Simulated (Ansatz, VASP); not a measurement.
**C62N: VASP beside Ansatz**

Wanted: the spread between two codes on one cell, functional and k mesh. The cell is taken from a series of runs on this material, whose earlier steps may have relaxed, scaled, displaced or heated it; both programs get it as it stands.

Program: Ansatz 0.2.0. Level of theory: plane waves, with VASP 6.6.1 beside it; single point at HSE06. Results are calculated unless marked as measured.

**1. The starting structure**

The cell holds 63 atoms: 62 C and 1 N. Its edges and angles: a = 7.143 Å, b = 7.143 Å, c = 7.143 Å, α = 90.0°, β = 90.0°, γ = 90.0°. It derives from C (C (Fd-3m)). Nearest the centre at fractional (0.438, 0.438, 0.562): N63 at 0.88 Å, C26 at 1.91 Å, C12 at 1.92 Å, C41 at 1.92 Å, C22 at 2.12 Å, C59 at 2.12 Å, C37 at 2.13 Å, C28 at 2.62 Å. The cell carries charge −1.

**2. Ansatz: single point, HSE06**

Ansatz runs on its default PAW (the set named soft_2) files.

A single point gives forces, pressure and levels at one fixed geometry, so differences don't come from the geometry; what else differs is listed under the comparison.

Input file input.yaml:

```yaml
crystal:
  lattice:
    - [7.14312472, 0.0, 0.0]
    - [0.0, 7.14312472, 0.0]
    - [0.0, 0.0, 7.14312472]
  atoms:
    - { symbol: C, position: [0.00019090547, -0.00126675335, 0.00023116828] }
    - { symbol: C, position: [0.00167248949, 0.24890462327, 0.25094022093] }
    - { symbol: C, position: [0.25036233993, 0.00021467239, 0.25094019393] }
    - { symbol: C, position: [0.25094612846, 0.24948823627, 0.00071789409] }
    - { symbol: C, position: [0.12566311521, 0.12420524934, 0.12557847792] }
    - { symbol: C, position: [0.12704628516, 0.37591505308, 0.3762267086] }
    - { symbol: C, position: [0.37737280284, 0.12558856849, 0.37622658596] }
    - { symbol: C, position: [0.37640758715, 0.3749496801, 0.12622393021] }
    - { symbol: C, position: [0.00131752724, -0.00013995228, 0.4997961531] }
    - { symbol: C, position: [-0.00029590739, 0.24948828788, 0.74947601428] }
    - { symbol: C, position: [0.25094599109, -0.0017536266, 0.74947591773] }
    - { symbol: C, position: [0.25285254421, 0.2513947908, 0.50294402741] }
    - { symbol: C, position: [0.12506622572, 0.12360849919, 0.62542525174] }
    - { symbol: C, position: [0.1250669033, 0.37353877656, 0.87535535068] }
    - { symbol: C, position: [0.37499659055, 0.12360921131, 0.87535510801] }
    - { symbol: "N", position: [0.36719336779, 0.36573551305, 0.63322850692] }
    - { symbol: C, position: [0.00131776702, 0.49916782248, -0.00089634738] }
    - { symbol: C, position: [-0.00040221782, 0.74865828526, 0.25030575879] }
    - { symbol: C, position: [0.25042761443, 0.50248564463, 0.24983129173] }
    - { symbol: C, position: [0.25036228795, 0.74802373976, -0.00125058307] }
    - { symbol: C, position: [0.12330483935, 0.62277337619, 0.12304515531] }
    - { symbol: C, position: [0.12330504867, 0.87591872302, 0.37619071619] }
    - { symbol: C, position: [0.35818006131, 0.63873163963, 0.36023240882] }
    - { symbol: C, position: [0.37533565589, 0.87512660188, 0.12383735122] }
    - { symbol: C, position: [0.00013316698, 0.4990751635, 0.49988910822] }
    - { symbol: C, position: [0.00167285759, 0.74802417232, 0.75005996583] }
    - { symbol: C, position: [0.25285289419, 0.49602015089, 0.74756863869] }
    - { symbol: C, position: [0.25042771045, 0.74913293536, 0.49647832331] }
    - { symbol: C, position: [0.12704635275, 0.62273759675, 0.62304900175] }
    - { symbol: C, position: [0.12566335839, 0.87338571644, 0.87475918648] }
    - { symbol: C, position: [0.37737299022, 0.62273758321, 0.87337520753] }
    - { symbol: C, position: [0.37640776728, 0.87274017713, 0.62401469119] }
    - { symbol: C, position: [0.50062547867, -0.00013967905, -0.00089645281] }
    - { symbol: C, position: [0.50394360841, 0.24897003835, 0.24983140371] }
    - { symbol: C, position: [0.75011586545, -0.00185989283, 0.25030553024] }
    - { symbol: C, position: [0.74948151235, 0.24890432139, -0.00125063705] }
    - { symbol: C, position: [0.62423103603, 0.12184712584, 0.12304499611] }
    - { symbol: C, position: [0.64018874883, 0.35672311479, 0.36023304071] }
    - { symbol: C, position: [0.8773762961, 0.12184750426, 0.37619049388] }
    - { symbol: C, position: [0.87658429952, 0.37387775557, 0.12383736585] }
    - { symbol: C, position: [0.50053287545, -0.00132439731, 0.49988913474] }
    - { symbol: C, position: [0.49747816321, 0.25139527022, 0.74756853356] }
    - { symbol: C, position: [0.74948171328, 0.00021517544, 0.75005995449] }
    - { symbol: C, position: [0.75059065999, 0.24896997671, 0.49647816823] }
    - { symbol: C, position: [0.62419538105, 0.12558876546, 0.62304895493] }
    - { symbol: C, position: [0.62419548301, 0.37591511235, 0.87337525086] }
    - { symbol: C, position: [0.87484338879, 0.12420550379, 0.87475904602] }
    - { symbol: C, position: [0.87419785026, 0.37494988055, 0.62401472288] }
    - { symbol: C, position: [0.50053278927, 0.49907493549, 0.000288262] }
    - { symbol: C, position: [0.49889564423, 0.74770022883, 0.25126392024] }
    - { symbol: C, position: [0.74915791214, 0.49743757725, 0.25126381024] }
    - { symbol: C, position: [0.75011641482, 0.74865880599, 0.00082448647] }
    - { symbol: C, position: [0.62433501685, 0.62287714482, 0.12604971286] }
    - { symbol: C, position: [0.62433526388, 0.87291440882, 0.3760870728] }
    - { symbol: C, position: [0.87437200522, 0.62287740659, 0.37608691776] }
    - { symbol: C, position: [0.87450793264, 0.87305022381, 0.12591438602] }
    - { symbol: C, position: [0.50394430429, 0.74913289684, 0.74999413413] }
    - { symbol: C, position: [0.75059060779, 0.50248649487, 0.74999409854] }
    - { symbol: C, position: [0.74915811419, 0.74770043939, 0.50152726284] }
    - { symbol: C, position: [0.64018722277, 0.63872948419, 0.64223876841] }
    - { symbol: C, position: [0.62423149074, 0.87591908379, 0.87711689891] }
    - { symbol: C, position: [0.87737658176, 0.62277382317, 0.87711676779] }
    - { symbol: C, position: [0.87658451848, 0.8751268553, 0.62508659529] }
  host:
    repeats: [2, 2, 2]
    atoms:
      - { symbol: C, position: [0.0, 0.0, 0.0] }
      - { symbol: C, position: [0.0, 0.5, 0.5] }
      # ... 6 more atoms of the perfect host
total_charge: -1
basis:
  ecutwfc: 420
  xc_grid: 2
hamiltonian:
  xc: hse06
kpoints:
  mp_grid: { grid: [1, 1, 1] }
magnetization:
  spin_polarized: true
  initial_magnetization: 2
  spin_locking: { lock_magnetization: hard }
scf:
  occupations: { method: fermi_dirac, width: 0.01 }
  max_iter: 60
  n_extra_bands: 16
  lower_state_search: "off"
output:
  forces: true
checkpoint:
  read: "../exc.ground.qm1_M2.run"
  write: "../exc0_qm1_M2.ground.l1.4.run"
  compress: false
  write_wavefunctions: false
  write_every: 100000
```

The run is started by

```bash
$ ansatz run input.yaml --threads 4 --pin off --max-ram 11304MiB --backend cpu --events-out ev --progress --plain --runs-dir out
```

The log of the run:

```text
Warning: the atoms were moved onto the symmetric positions of the space group found under crystal.symmetry.tolerance 1.0e-5 (fractional; no operation is sought that the atoms, as they stand in a round, miss by more than twice it, and no atom is moved by as much as it), and the run uses the moved positions. Before a round's move an operation carried an atom to 3.07e-5 Å from where it should land, the largest such dist [...]
[...]
Free energy (F): -15912.404136 eV
Frozen-core exchange: fock
Harris-Foulkes:  -15912.404136 eV  (|F-HF|=7.64e-11)
Internal energy: -15912.404136 eV  (E = F + TS)
E sigma→0 (E₀):  -15912.404136 eV
Fermi energy:    15.210953 (↑ 15.845751, ↓ 15.210953) eV
--- Per-component energies (eV) ---
  E_band       = 650.815865
  E_kinetic    = 5875.131549
  E_local      = -4200.638907  (includes V_loc(G=0)·N_el)
  E_nonlocal   = 1666.930696
  E_hartree    = 972.756524
  E_xc         = -2501.044859
  E_vxc        = -3074.755200  (∫ρ·V_xc dr)
  E_exx        = -582.953605  (= α·E_x^exact, valence–valence)
  E_paw        = -6284.932522  (= ΣΔE_a)
  E_vpaw       = -395.459178  (= ΣTr[D̂ρ^β])
  E_aug_tail   = 0.000648  (compensation charges beyond the density's cutoff)
  E_ewald      = -10856.563982
  E_core_change = -1.089678  (= ΣΔE_core)
  E_smearing   = -0.000000  (= −TS)
  E_closure    = 0.000001  (closes the sum)
  E_deformation_potential = -21.108035  (in the stress; not in F)
  Σ components = -15912.404136   (vs F -15912.404136, Δ=-1.82e-12)
--- Forces (eV/Å), atoms counted from 1 ---
  atom   1  C     -0.02796414    -0.02796414     0.02796414
  atom   2  C     -0.07339393    -0.03177003    -0.05547963
  atom   3  C     -0.03177003    -0.07339393    -0.05547963
  atom   4  C     -0.06983242    -0.06983242    -0.00513536
  atom   5  C      0.08195808     0.08195808    -0.02417123
  atom   6  C      0.10659311     0.03745835     0.01667291
  atom   7  C      0.03745835     0.10659311     0.01667291
  atom   8  C      0.02060503     0.02060503    -0.08825672
  atom   9  C     -0.19256336    -0.19256336     0.37575013
  atom  10  C      0.00513536    -0.06983242     0.06983242
  atom  11  C     -0.06983242     0.00513536     0.06983242
  atom  12  C     -0.17821198    -0.17821198     0.65548475
  atom  13  C      0.09842956     0.09842956    -0.38779063
  atom  14  C      0.09842956     0.38779063    -0.09842956
  atom  15  C      0.38779063     0.09842956    -0.09842956
  atom  16  N     -0.40815353    -0.40815353     0.40815353
  atom  17  C     -0.19256336    -0.37575013     0.19256336
  atom  18  C     -0.17082197    -0.04681498     0.04681498
  atom  19  C     -0.06858050    -0.63216583     0.05242920
  atom  20  C     -0.03177003     0.05547963     0.07339393
  atom  21  C      0.17547359     0.31685934    -0.02929221
  atom  22  C      0.17547359     0.02929221    -0.31685934
  atom  23  C      1.62151763    -0.22083394     0.22083394
  atom  24  C      0.36610746     0.15128078    -0.15128078
[...]
atom  56  C      0.14030082     0.14030082    -0.14030082
  atom  57  C     -0.63216583    -0.05242920     0.06858050
  atom  58  C     -0.05242920    -0.63216583     0.06858050
  atom  59  C      0.31487584     0.31487584     0.57244097
  atom  60  C     -0.22083394    -0.22083394    -1.62151763
  atom  61  C      0.31685934     0.02929221    -0.17547359
  atom  62  C      0.02929221     0.31685934    -0.17547359
  atom  63  C      0.15128078     0.15128078    -0.36610746
  max |Σ_I F_I| component: 2.15e-5 eV/Å
--- Band table (eV) ---
  k-point 0 ↑: bands = ["-11.2788", "-9.4873", "-8.8439", "-8.8439", "-8.7355", "-8.7355", "-8.4012", "-7.3440", "-6.5243", "-6.5243", "-6.5148", "-6.5148", "-6.4296", "-6.3901", "-6.3901", "-6.2842", "-6.2190", "-6.2190", "-5.6999", "-5.2454", "-4.9891", "-4.9891", "-4.4440", "-2.2872", "-2.2872", "-2.2735", "-2.2382", "-2.1084", "-1.8278", "-1.8278", "-1.7022", "-1.7022", "-1.6366", "-1.3682", "-1.1287", "-1.1287", [...]
  k-point 0 ↓: bands = ["-11.2458", "-9.4707", "-8.8135", "-8.8135", "-8.6762", "-8.6762", "-8.3520", "-7.3239", "-6.4997", "-6.4997", "-6.4471", "-6.4471", "-6.3945", "-6.3369", "-6.3369", "-6.2706", "-6.1749", "-6.1749", "-5.6479", "-5.2222", "-4.9163", "-4.9163", "-4.2440", "-2.2657", "-2.2657", "-2.2456", "-2.2144", "-2.0251", "-1.8042", "-1.8042", "-1.6543", "-1.6543", "-1.6052", "-1.3202", "-1.1151", "-1.1151", [...]
  guard bands above this table: 15 of the run's 144 bands. The solve was not asked for them (output.publish_guard_bands: true or output.eigenvalues: true publishes all)
```

**3. VASP: single point, HSE06**

The same cell, functional, mesh and smearing now go to VASP, with its own data sets.

Lines of VASP's logs that name or quote its potential files are left out, and so is its time.

The run reads the wave functions of an earlier VASP run, which isn't shown here.

Input file INCAR:

```
SYSTEM = C62N
PREC = Accurate
ENCUT = 520
EDIFF = 1E-06
NELM = 100
ISMEAR = -1
SIGMA = 0.01
LREAL = Auto
ALGO = Normal
LHFCALC = .TRUE.
AEXX = 0.25
GGA = PE
HFSCREEN = 0.208
LASPH = .TRUE.
NELECT = 254
NBANDS = 171
ISPIN = 2
MAGMOM = 0 -0 -0 -0 0 0.01 0.01 0.01 0.01 -0 -0 -0 0 0 0 0.01 -0 -0.01 -0 0.02 0.02 0.26 0.02 -0 -0 -0 -0.01 0.01 0 0.01 0.01 0.01 -0.01 -0 -0 0.02 0.26 0.02 0.02 -0 -0 -0 -0.01 0.01 0.01 0 0.01 -0 -0.01 -0.01 -0 0.01 0.01 0.01 0 -0.01 -0.01 -0.01 0.26 0.02 0.02 0.02 0
PRECFOCK = Fast
LORBIT = 11
LWAVE = .FALSE.
LCHARG = .FALSE.
ISIF = 2
NUPDOWN = 2
```

Input file POSCAR:

```
C62N
1.0
    7.1431247189      0.0000000000      0.0000000000
    0.0000000000      7.1431247189      0.0000000000
    0.0000000000      0.0000000000      7.1431247189
C N
62 1
Direct
    0.0001909055      0.9987332467      0.0002311683
    0.0016724895      0.2489046233      0.2509402209
    0.2503623399      0.0002146724      0.2509401939
    0.2509461285      0.2494882363      0.0007178941
    0.1256631152      0.1242052493      0.1255784779
    0.1270462852      0.3759150531      0.3762267086
    0.3773728028      0.1255885685      0.3762265860
    0.3764075871      0.3749496801      0.1262239302
    0.0013175272      0.9998600477      0.4997961531
    0.9997040926      0.2494882879      0.7494760143
    0.2509459911      0.9982463734      0.7494759177
    0.2528525442      0.2513947908      0.5029440274
    0.1250662257      0.1236084992      0.6254252517
    0.1250669033      0.3735387766      0.8753553507
    0.3749965905      0.1236092113      0.8753551080
    0.0013177670      0.4991678225      0.9991036526
    0.9995977822      0.7486582853      0.2503057588
    0.2504276144      0.5024856446      0.2498312917
    0.2503622879      0.7480237398      0.9987494169
    0.1233048394      0.6227733762      0.1230451553
    0.1233050487      0.8759187230      0.3761907162
    0.3581800613      0.6387316396      0.3602324088
    0.3753356559      0.8751266019      0.1238373512
    0.0001331670      0.4990751635      0.4998891082
    0.0016728576      0.7480241723      0.7500599658
    0.2528528942      0.4960201509      0.7475686387
    0.2504277105      0.7491329354      0.4964783233
    0.1270463527      0.6227375967      0.6230490017
    0.1256633584      0.8733857164      0.8747591865
    0.3773729902      0.6227375832      0.8733752075
    0.3764077673      0.8727401771      0.6240146912
    0.5006254787      0.9998603210      0.9991035472
    0.5039436084      0.2489700384      0.2498314037
    0.7501158655      0.9981401072      0.2503055302
    0.7494815123      0.2489043214      0.9987493630
    0.6242310360      0.1218471258      0.1230449961
    0.6401887488      0.3567231148      0.3602330407
    0.8773762961      0.1218475043      0.3761904939
    0.8765842995      0.3738777556      0.1238373659
    0.5005328754      0.9986756027      0.4998891347
    0.4974781632      0.2513952702      0.7475685336
    0.7494817133      0.0002151754      0.7500599545
    0.7505906600      0.2489699767      0.4964781682
    0.6241953810      0.1255887655      0.6230489549
    0.6241954830      0.3759151124      0.8733752509
    0.8748433888      0.1242055038      0.8747590460
    0.8741978503      0.3749498805      0.6240147229
    0.5005327893      0.4990749355      0.0002882620
    0.4988956442      0.7477002288      0.2512639202
    0.7491579121      0.4974375773      0.2512638102
    0.7501164148      0.7486588060      0.0008244865
    0.6243350169      0.6228771448      0.1260497129
    0.6243352639      0.8729144088      0.3760870728
    0.8743720052      0.6228774066      0.3760869178
    0.8745079326      0.8730502238      0.1259143860
    0.5039443043      0.7491328968      0.7499941341
    0.7505906078      0.5024864949      0.7499940985
    0.7491581142      0.7477004394      0.5015272628
    0.6401872228      0.6387294842      0.6422387684
    0.6242314907      0.8759190838      0.8771168989
    0.8773765818      0.6227738232      0.8771167678
    0.8765845185      0.8751268553      0.6250865953
    0.3671933678      0.3657355130      0.6332285069
```

Input file KPOINTS:

```
Automatic mesh
0
Gamma
1 1 1
0 0 0
```

PAW data sets: C and N (PBE family, release 64).

The run is started by

```bash
$ export OMP_NUM_THREADS=3
$ mpirun -np 1 vasp_gam
```

The log of the run:

```text
[banner, memory and clock lines left out]
running    1 mpi-ranks, on    1 nodes
[...]
Offloading initialized ...    1 GPUs detected
[...]
LDA part: xc-table for (Slater+PW92), standard interpolation
 found WAVECAR, reading the header
 POSCAR, INCAR and KPOINTS ok, starting setup
[...]
reading WAVECAR
 the WAVECAR file was read successfully
 initial charge from wavefunction
 entering main loop
       N       E                     dE             d eps       ncg     rms          rms(c)
DAV:   1    -0.641887928059E+03   -0.64189E+03   -0.85652E+00   736   0.779E+00    0.411E+00
DAV:   2    -0.641917306867E+03   -0.29379E-01   -0.17487E-01   784   0.985E-01    0.246E+00
DAV:   3    -0.641899695057E+03    0.17612E-01   -0.18432E-02   816   0.340E-01    0.134E+00
DAV:   4    -0.641894712505E+03    0.49826E-02   -0.55830E-03   808   0.188E-01    0.710E-01
[...]
DAV:   9    -0.641892811384E+03    0.90576E-05   -0.46719E-06   752   0.650E-03    0.336E-02
DAV:  10    -0.641892809168E+03    0.22157E-05   -0.13059E-06   456   0.359E-03    0.185E-02
DAV:  11    -0.641892808875E+03    0.29276E-06   -0.45262E-07   432   0.225E-03
   1 F= -.64189281E+03 E0= -.64189281E+03  d E =-.799480E-12  mag=     2.0000
```

Parts of OUTCAR (step 3):

```text
  FREE ENERGIE OF THE ION-ELECTRON SYSTEM (eV)
  ---------------------------------------------------
  free  energy   TOTEN  =      -641.8928088751 eV

  energy  without entropy=     -641.8928088751  energy(sigma->0) =     -641.89280888

 magnetization (x)
# of ion       s       p       d       tot
------------------------------------------
    1       -0.000   0.001   0.000   0.001
    2       -0.000  -0.002   0.000  -0.002
    3       -0.000  -0.002   0.000  -0.002
    4       -0.000  -0.002   0.000  -0.002
    5        0.000   0.001   0.000   0.002
    6        0.001   0.007   0.000   0.008
    7        0.001   0.007   0.000   0.008
    8        0.001   0.012   0.000   0.012
    9       -0.000   0.012   0.000   0.012
   10       -0.000  -0.002   0.000  -0.002
   11       -0.000  -0.002   0.000  -0.002
   12       -0.000  -0.000   0.000  -0.000
   13        0.000   0.004   0.000   0.004
[...]
--------------------------------------------------
tot          0.116   1.174   0.000   1.291

[... 1 further part left out ...]
```

The run ends at a pressure of -0.12 GPa, with forces up to 1.7 eV/Å.

**4. Differences**

Known differences besides the potentials themselves: exact exchange at q = 0 is treated differently, which shows on coarse meshes; VASP keeps PBE cores, Ansatz makes them for the functional; the cutoff is 420 eV in Ansatz and 520 eV in VASP (PREC = Accurate, projectors in real space); VASP takes a coarser grid for exact exchange (PRECFOCK = Fast); site moments are counted in spheres of each program's own size. Total energies have different zeros and are not compared.

Both answers:

```csv
quantity,Ansatz,VASP,difference
"total moment, fixed by the input (μB)",2.00,2.00,0.00
moment on C22 (μB),0.26,0.35,-0.09
moment on C37 (μB),0.26,0.35,-0.09
moment on C59 (μB),0.26,0.35,-0.09
```

Forces on 10 of the 63 atoms, those with the largest forces and the largest differences (eV/Å; atoms numbered as in POSCAR):

```csv
atom,"Ansatz x, y, z","VASP x, y, z"
C12,"-0.178, -0.178, 0.655","-0.182, -0.182, 0.633"
C22,"1.622, -0.221, 0.221","1.641, -0.228, 0.228"
C26,"-0.178, -0.655, 0.178","-0.182, -0.633, 0.182"
C37,"-0.221, 1.622, 0.221","-0.228, 1.641, 0.228"
C41,"-0.655, -0.178, 0.178","-0.633, -0.182, 0.182"
C49,"-0.572, 0.315, -0.315","-0.561, 0.310, -0.310"
C50,"0.315, -0.572, -0.315","0.310, -0.561, -0.310"
C58,"0.315, 0.315, 0.572","0.310, 0.310, 0.561"
C59,"-0.221, -0.221, -1.622","-0.228, -0.228, -1.641"
N63,"-0.408, -0.408, 0.408","-0.403, -0.403, 0.403"
```

The forces differ by 5.8 meV/Å r.m.s., which is 1.9 % of the r.m.s. force of 0.304 eV/Å (both taken over all components). The cell carries a charge of -1 e against a uniform background, so its pressure also hangs on how the neutralising background is counted, and in a defect's cell a gap may be the spacing between its levels.

**5. Results**

```yaml
r_m_s_force_difference_single_point_hse06: 1.9 % of the r.m.s. force
```

In words: The r.m.s. force difference is 1.9 % of the r.m.s. force (single point, HSE06), within the 3 % picked in this series as the mark of a large difference. Such differences can come from data sets, numerical settings and the points named under the comparisons, not from the functional's error against experiment.

[Lines on the potential files, build, host, timing and source positions are cut from VASP's logs without a mark.]

[Logs are printed without paths, hosts, clocks, repeated set-up lines and the standing remarks that a program may print on its own settings, such as how far it seeks lower states.]

[Hosts, paths, dates, database ids (printed as entryN), source tags and the programs' standing remarks are cut or masked in the printed files.]
